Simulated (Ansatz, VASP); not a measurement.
**CdTe in VASP and in Ansatz**

The input INCAR:

```
PREC     = Accurate       # precision mode
ENCUT    = 520            # plane-wave cutoff, eV
EDIFF    = 1E-7           # SCF threshold, eV
ISMEAR   = 0              # smearing method
SIGMA    = 0.1            # smearing width, eV
LREAL    = F              # projectors in reciprocal space
LASPH    = T              # aspherical terms in the spheres
NELM     = 100            # most SCF steps
ALGO     = Normal         # electronic algorithm
ISIF     = 2              # what is computed and relaxed
LWAVE    = F              # write WAVECAR
LCHARG   = T              # write CHGCAR
GGA      = PS             # functional
LELF     = T              # ELF
LVHAR    = T            
NBANDS   = 26             # bands
```

KPOINTS

```
regular mesh
0
Gamma
  4 4 4
```

Contents of POSCAR:

```
CdTe
1.0
    4.1300711097      0.0000000000      0.0000000000
    0.0000000000      5.8389707771      0.0000000000
    0.0000000000      0.0000000000      4.1297193831
Cd Te
2 2
Direct
    0.5000000000      0.5000000000      0.2430260000
    0.0000000000      0.0000000000      0.7569740000
    0.5000000000      0.0000000000      0.2551630000
    0.0000000000      0.5000000000      0.7448370000
```

Input for Ansatz:

```yaml
crystal:
  lattice:
    - [4.1300711097, 0.0, 0.0]
    - [0.0, 5.8389707771, 0.0]
    - [0.0, 0.0, 4.1297193831]
  atoms:
    - { symbol: Cd, position: [0.5, 0.5, 0.243026] }
    - { symbol: Cd, position: [0.0, 0.0, 0.756974] }
    - { symbol: Te, position: [0.5, 0.0, 0.255163] }
    - { symbol: Te, position: [0.0, 0.5, 0.744837] }
basis:
  ecutwfc: 420
kpoints:
  mp_grid: { grid: [4, 4, 4] }
hamiltonian:
  xc: pbesol
scf:
  occupations: { method: gaussian, width: 0.1 }
output:
  forces: true
  stress: true
  eigenvalues: true
```

Alike in both runs: task single point; functional PBEsol; k mesh 4 × 4 × 4; occupations gaussian, width 0.1 eV; no spin polarisation.

|  | VASP | Ansatz |
| --- | --- | --- |
| version | VASP 6.6.1 | Ansatz 0.2.0 |
| potentials or method | VASP PAW PBE potentials, release 64 (Cd, Te) | scalar-relativistic, plane waves, PAW |
| plane-wave cutoff (eV) | 520 | 420 |
| valence electrons in the cell | 36 | 72 |

Ansatz gave:

* gap on the k mesh at the Fermi level (eV): none
* pressure (GPa): 5.8
* largest component of the traceless stress (GPa): 1.02
* rms of the force components (eV/Å): 0.007

Question: Which values does VASP return?

Answer: gap on the k mesh at the Fermi level (eV): none; pressure (GPa): 6.2; largest component of the traceless stress (GPa): 1.04; rms of the force components (eV/Å): 0.007.

Atom by atom the forces differ by 0.001 eV/Å (rms over components). A gap of «none» marks a metal or a gap that the smearing closes. The two sets of potentials don't hold the same shells in valence.

Caveats: the k mesh is coarse (spacing up to 0.38 Å⁻¹), so the values aren't converged; the PAW data sets were made with another functional, which shifts forces and pressure a little (VASP). The runs have no spin-orbit coupling, so splittings on Te are missing.
